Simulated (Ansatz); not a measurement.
# Cu (Fm-3m) in Ansatz: further runs

Runs on Cu. Level: revPBE+D4. Tasks: single point, equation of state.

All numbers are computed with Ansatz 0.2.0; they aren't measurements. Logs are shortened: lines on timing, memory, paths and dates and some standing lists are left out, and cuts for length are marked.

## (1) The structure

The structure is cubic, space group Fm-3m (No. 225). The conventional cell has a = 3.615 Å, b = 3.615 Å, c = 3.615 Å, α = 90.00°, β = 90.00°, γ = 90.00°. Cu (site symmetry m-3m) is surrounded by 12 Cu at 2.56 Å.

## (2) Single point, revPBE+D4, 11.10 Å³/atom (volume scaled by 0.94)

Input file input.yaml:

```yaml
crystal:
  lattice:
    - [0.0, 1.7706018915, 1.7706018915]
    - [1.7706018915, 0.0, 1.7706018915]
    - [1.7706018915, 1.7706018915, 0.0]
  atoms:
    - { symbol: Cu, position: [0.0, 0.0, 0.0] }
hamiltonian:
  xc: revpbe
  pseudopotentials: { kind: paw }
  dispersion: d4
kpoints:
  mp_grid: { grid: [13, 13, 13] }
scf:
  occupations: { method: fermi_dirac, width: 0.05 }
output:
  forces: true
  stress: true
  eigenvalues: true
```

Potentials or basis: Ansatz PAW.

The run is started by

```sh
$ ansatz run input.yaml --threads 2 --pin off --max-ram 5120MiB --backend cpu --events-out ev --progress --plain --runs-dir out
```

Output:

```text
Warning: RAYON_NUM_THREADS=2 ignored (pool sized by the plan → 2); use --threads N
Engine: ansatz 0.2.0, aarch64-unknown-linux-gnu
Pseudopotentials: kind: paw
Pseudopotential: Cu, paw, valence charge 19, recommended cutoff 420 eV (normal), Cu.paw.azcp
Functional definition: revPBE
  parameter kappa = 1.245
  parameter beta = 0.06672455060314922
  exchange = pbe_x(kappa = kappa, mu = beta*pi^2/3)
  correlation = pbe_c(beta = beta)
Crystal: 1 atoms, lattice volume = 11.102 Å³
Basis set: ecut = 420 eV, 229 PW (Γ), exchange–correlation on 36×36×36 points (8 copies of the dense FFT grid, shifted against one another)
Bands: 14, of which v1, the nominal top of the filled ones, is band 10 counted from 1 (9 counted from 0)
Symmetry: 48 space group operations
Space group: Fm-3m (ITA 225), of the structure as read, at distance tolerance 2.2e-5 Å
k-points: 84 of 2197
Non-local potential: Cu, projectors of the file, l = 0: 3, l = 1: 2, l = 2: 3, l = 3: 1
PAW form: soft (Blöchl's): semilocal exchange-correlation on the pseudo side does not see the compensation charge
PAW frozen core: Cu, regenerated for the run's functional, and the local potential with it (the file was generated under x = pbe(κ = 0.804, μ = 0.2195149727645171), c = pbe(β = 0.06672455060314922))
PAW one-centre angular grid: Cu, 590 points (default); XC on 64 Gauss nodes
Initial density: superposition of atomic densities (neutral atoms: chi_scale 0, normalization atom), corrected by the library's trained network
Initial wavefunctions: pseudopotential atomic-orbital guess
Functional: x = revpbe(κ = 1.245, μ = 0.2195149727645171), c = pbe(β = 0.06672455060314922)
SCF iter   1: F=—  HF=-6629.864046 eV  |F-HF|=—  |Δ(HF+E_count)|=         —  Δρ=7.29e-3  dr2=2.95e-3  ethr=1.77e-3  ⟨swp⟩=5.5  Hψ=5943  notcnv=0
preconditioner: auto → none  [insulator: Δε(μ)=0.201 eV  Ē_g=17.810 eV  σ=0.050 eV  W_gap=0.57  n_scr=0 (ndim 8)  ℏωp=37.0 eV  f_vac=0.000  D(μ)=0.33/eV (n_scr^D=0)  ε∞_Penn≈5.3]
SCF iter   2: F=—  HF=-6629.863452 eV  |F-HF|=—  |Δ(HF+E_count)|=   5.94e-4  Δρ=6.53e-4  dr2=2.22e-5  ethr=1.55e-5  ⟨swp⟩=2.9  Hψ=2513  notcnv=0  defer=12
SCF iter   3: F=—  HF=-6629.863452 eV  |F-HF|=—  |Δ(HF+E_count)|=   4.40e-8  Δρ=4.08e-4  dr2=5.90e-6  ethr=1.17e-7  ⟨swp⟩=2.0  Hψ=1880  notcnv=0  defer=12
SCF iter   4: F=—  HF=-6629.863461 eV  |F-HF|=—  |Δ(HF+E_count)|=   8.79e-6  Δρ=2.67e-5  dr2=2.05e-8  ethr=3.10e-8  ⟨swp⟩=2.2  Hψ=1454  notcnv=0  defer=12
iter 5 did not close the SCF: its close was put off for the readings that it lacked (scf_convergence_deferred on its scf_iter line)
SCF iter   5: F=-6629.863461 eV  HF=-6629.863461 eV  |F-HF|=2.64e-11  |Δ(HF+E_count)|=   6.03e-8  Δρ=1.39e-6  dr2=7.89e-11  ethr=1.08e-10  ⟨swp⟩=2.0  Hψ=1952  notcnv=0  defer=12
SCF iter   6: F=-6629.863461 eV  HF=-6629.863461 eV  |F-HF|=5.46e-12  |Δ(HF+E_count)|=  7.00e-11  Δρ=2.05e-7  dr2=1.65e-12  ethr=1.00e-12  ⟨swp⟩=1.9  Hψ=3429  notcnv=0
SCF 1 converged in 6 iterations: F = -6629.863461 eV  dr2 = 1.65e-12
SCF converged after 6 iterations
Free energy (F): -6629.863461 eV
Harris-Foulkes:  -6629.863461 eV  (|F-HF|=5.46e-12)
Internal energy: -6629.860716 eV  (E = F + TS)
E sigma→0 (E₀):  -6629.862088 eV
Entropy (-TS):   -0.002745 eV (-2.745 meV/atom)
Fermi energy:    18.444808 eV
--- Per-component energies (eV) ---
  E_band       = -335.048119
  E_kinetic    = 300.656310
  E_local      = -3935.827078  (includes V_loc(G=0)·N_el)
  E_nonlocal   = 388.734883
  E_hartree    = 1738.723166
  E_xc         = -90.188996
  E_vxc        = -116.327045  (∫ρ·V_xc dr)
  E_paw        = -1665.738942  (= ΣΔE_a)
  E_vpaw       = -449.731664  (= ΣTr[D̂ρ^β])
  E_aug_tail   = 0.000223  (compensation charges beyond the density's cutoff)
  E_ewald      = -3365.149492
  E_disp       = -1.040837  (pairwise vdW)
  E_core_change = -0.029953  (= ΣΔE_core)
  E_smearing   = -0.002745  (= −TS)
  E_closure    = -0.000000  (closes the sum)
  Σ components = -6629.863461   (vs F -6629.863461, Δ=0.00e0)
--- Forces (eV/Å), atoms counted from 1 ---
  atom   1  Cu    -0.00000000     0.00000000     0.00000000
  max |Σ_I F_I| component: 1.44e-31 eV/Å
--- Stress (GPa, compression-positive) ---
        1.900663      -0.000000      -0.000000
       -0.000000       1.900663       0.000000
       -0.000000      -0.000000       1.900663
  P = ⅓ Tr σ = 1.9007 GPa (19.007 kbar)
--- Band table (eV; the first three rows and the last of 84) ---
  k-point 0: bands = ["-94.5906", "-51.8299", "-51.8299", "-51.8299", "8.3625", "15.0516", "15.0516", "15.0516", "15.9657", "15.9657", "41.3242", "44.3773", "44.3773", "44.3773"]
  k-point 1: bands = ["-94.5895", "-51.8377", "-51.8310", "-51.8310", "8.5878", "15.0009", "15.0958", "15.0958", "15.9486", "15.9486", "40.0189", "42.4715", "43.7525", "43.7525"]
  k-point 2: bands = ["-94.5866", "-51.8595", "-51.8342", "-51.8342", "9.2471", "14.8762", "15.1911", "15.1911", "15.9321", "15.9321", "36.1776", "41.9222", "42.8203", "42.8203"]
  k-point 83: bands = ["-94.5664", "-51.9262", "-51.9150", "-51.8807", "13.8010", "14.3327", "14.5963", "15.9310", "16.7223", "23.3267", "25.3507", "27.3908", "28.1064", "46.2619"]
```

Run time: 0.69 s. Hardware: 2 threads of Arm Neoverse V2, shared host; peak memory 0.26 GiB.

Results:

| Quantity | Value |
| --- | --- |
| Free energy | -6629.8635 eV |
| Pressure | 1.9 GPa |
| Band gap on the k mesh | none (metal or under the smearing width) |

Caveat: pairwise dispersion overbinds metals, which lowers pressure and volume; the PAW data sets come from PBE, with cores solved anew for the run's functional, which leaves a small shift of forces and pressure.

## (3) Single point, revPBE+D4, 11.34 Å³/atom (volume scaled by 0.96)

Changes to input.yaml since step 2:

```diff
@@ -2,5 +2,5 @@
   lattice:
-    - [0.0, 1.7706018915, 1.7706018915]
-    - [1.7706018915, 0.0, 1.7706018915]
-    - [1.7706018915, 1.7706018915, 0.0]
+    - [0.0, 1.7830713297, 1.7830713297]
+    - [1.7830713297, 0.0, 1.7830713297]
+    - [1.7830713297, 1.7830713297, 0.0]
   atoms:
```

Potentials or basis: Ansatz PAW.

The run is started by

```sh
$ ansatz run input.yaml --threads 2 --pin off --max-ram 5120MiB --backend cpu --events-out ev --progress --plain --runs-dir out
```

Run time: 0.69 s. Hardware: 2 threads of Arm Neoverse V2, shared host; peak memory 0.26 GiB.

It converged, with:

- Free energy: -6629.8636 eV
- Pressure: -1.7 GPa
- Band gap on the k mesh: none (metal or under the smearing width)

Caveat: pairwise dispersion overbinds metals, which lowers pressure and volume; the PAW data sets come from PBE, with cores solved anew for the run's functional, which leaves a small shift of forces and pressure.

## (4) Single point, revPBE+D4, 11.57 Å³/atom (volume scaled by 0.98)

Changes to input.yaml since step 3:

```diff
@@ -2,5 +2,5 @@
   lattice:
-    - [0.0, 1.7830713297, 1.7830713297]
-    - [1.7830713297, 0.0, 1.7830713297]
-    - [1.7830713297, 1.7830713297, 0.0]
+    - [0.0, 1.795368762, 1.795368762]
+    - [1.795368762, 0.0, 1.795368762]
+    - [1.795368762, 1.795368762, 0.0]
   atoms:
```

The run is started by

```sh
$ ansatz run input.yaml --threads 2 --pin off --max-ram 5120MiB --backend cpu --events-out ev --progress --plain --runs-dir out
```

Run time: 0.69 s. Hardware: 2 threads of Arm Neoverse V2, shared host; peak memory 0.26 GiB.

It converged, with:

- Free energy: -6629.8587 eV
- Pressure: -4.9 GPa
- Band gap on the k mesh: none (metal or under the smearing width)

Caveat: pairwise dispersion overbinds metals, which lowers pressure and volume; the PAW data sets come from PBE, with cores solved anew for the run's functional, which leaves a small shift of forces and pressure.

## (5) Single point, revPBE+D4, 11.81 Å³/atom

Changes to input.yaml since step 4:

```diff
@@ -2,5 +2,5 @@
   lattice:
-    - [0.0, 1.795368762, 1.795368762]
-    - [1.795368762, 0.0, 1.795368762]
-    - [1.795368762, 1.795368762, 0.0]
+    - [0.0, 1.8075, 1.8075]
+    - [1.8075, 0.0, 1.8075]
+    - [1.8075, 1.8075, 0.0]
   atoms:
```

The run is started by

```sh
$ ansatz run input.yaml --threads 2 --pin off --max-ram 5120MiB --backend cpu --events-out ev --progress --plain --runs-dir out
```

Wall time 0.69 s (2 threads of Arm Neoverse V2, shared host); peak memory 0.26 GiB.

Results (log left out):

* Free energy: -6629.8495 eV
* Pressure: -7.6 GPa
* Band gap on the k mesh: none (metal or under the smearing width)

Caveat: pairwise dispersion overbinds metals, which lowers pressure and volume; the PAW data sets come from PBE, with cores solved anew for the run's functional, which leaves a small shift of forces and pressure.

## (6) Single point, revPBE+D4, 12.05 Å³/atom (volume scaled by 1.02)

Changes to input.yaml since step 5:

```diff
@@ -2,5 +2,5 @@
   lattice:
-    - [0.0, 1.8075, 1.8075]
-    - [1.8075, 0.0, 1.8075]
-    - [1.8075, 1.8075, 0.0]
+    - [0.0, 1.8194705475, 1.8194705475]
+    - [1.8194705475, 0.0, 1.8194705475]
+    - [1.8194705475, 1.8194705475, 0.0]
   atoms:
```

Potentials or basis: Ansatz PAW.

The run is started by

```sh
$ ansatz run input.yaml --threads 2 --pin off --max-ram 5120MiB --backend cpu --events-out ev --progress --plain --runs-dir out
```

Wall time 0.68 s (2 threads of Arm Neoverse V2, shared host); peak memory 0.26 GiB.

It converged, with:

| Item | Value |
| --- | --- |
| Free energy | -6629.8364 eV |
| Pressure | -10.1 GPa |
| Band gap on the k mesh | none (metal or under the smearing width) |

Caveat: pairwise dispersion overbinds metals, which lowers pressure and volume; the PAW data sets come from PBE, with cores solved anew for the run's functional, which leaves a small shift of forces and pressure.

## (7) Single point, revPBE+D4, 12.28 Å³/atom (volume scaled by 1.04)

Changes to input.yaml since step 6:

```diff
@@ -2,5 +2,5 @@
   lattice:
-    - [0.0, 1.8194705475, 1.8194705475]
-    - [1.8194705475, 0.0, 1.8194705475]
-    - [1.8194705475, 1.8194705475, 0.0]
+    - [0.0, 1.8312856224, 1.8312856224]
+    - [1.8312856224, 0.0, 1.8312856224]
+    - [1.8312856224, 1.8312856224, 0.0]
   atoms:
```

The run is started by

```sh
$ ansatz run input.yaml --threads 2 --pin off --max-ram 5120MiB --backend cpu --events-out ev --progress --plain --runs-dir out
```

It took 0.68 s on 2 threads of Arm Neoverse V2, shared host; peak memory 0.26 GiB.

Results (log left out):

- Free energy: -6629.8199 eV
- Pressure: -12.2 GPa
- Band gap on the k mesh: none (metal or under the smearing width)

Caveat: pairwise dispersion overbinds metals, which lowers pressure and volume; the PAW data sets come from PBE, with cores solved anew for the run's functional, which leaves a small shift of forces and pressure.

## (8) Single point, revPBE+D4, 12.52 Å³/atom (volume scaled by 1.06)

Changes to input.yaml since step 7:

```diff
@@ -2,5 +2,5 @@
   lattice:
-    - [0.0, 1.8312856224, 1.8312856224]
-    - [1.8312856224, 0.0, 1.8312856224]
-    - [1.8312856224, 1.8312856224, 0.0]
+    - [0.0, 1.8429501765, 1.8429501765]
+    - [1.8429501765, 0.0, 1.8429501765]
+    - [1.8429501765, 1.8429501765, 0.0]
   atoms:
```

The run is started by

```sh
$ ansatz run input.yaml --threads 2 --pin off --max-ram 5120MiB --backend cpu --events-out ev --progress --plain --runs-dir out
```

Run time: 0.68 s. Hardware: 2 threads of Arm Neoverse V2, shared host; peak memory 0.26 GiB.

It converged, with:

```
Free energy            : -6629.8005 eV
Pressure               : -14.1 GPa
Band gap on the k mesh : none (metal or under the smearing width)
```

Caveat: pairwise dispersion overbinds metals, which lowers pressure and volume; the PAW data sets come from PBE, with cores solved anew for the run's functional, which leaves a small shift of forces and pressure.

## (9) Equation of state, revPBE+D4

Potentials or basis: Ansatz PAW.

No new run: the results of the series are fitted here.

What came out:

```
Equilibrium volume                      : 11.22 Å³/atom
Bulk modulus                            : 170 GPa
Pressure derivative of the bulk modulus : 5.1
```

Energy against volume, from the lowest point:
| volume (Å³/atom) | energy (meV/atom) |
| --- | --- |
| 11.102 | 0.09 |
| 11.338 | 0.00 |
| 11.574 | 4.85 |
| 11.810 | 14.10 |
| 12.047 | 27.19 |
| 12.283 | 43.66 |
| 12.519 | 63.10 |

Caveat: the potentials were made for another functional, which shifts forces and pressure.
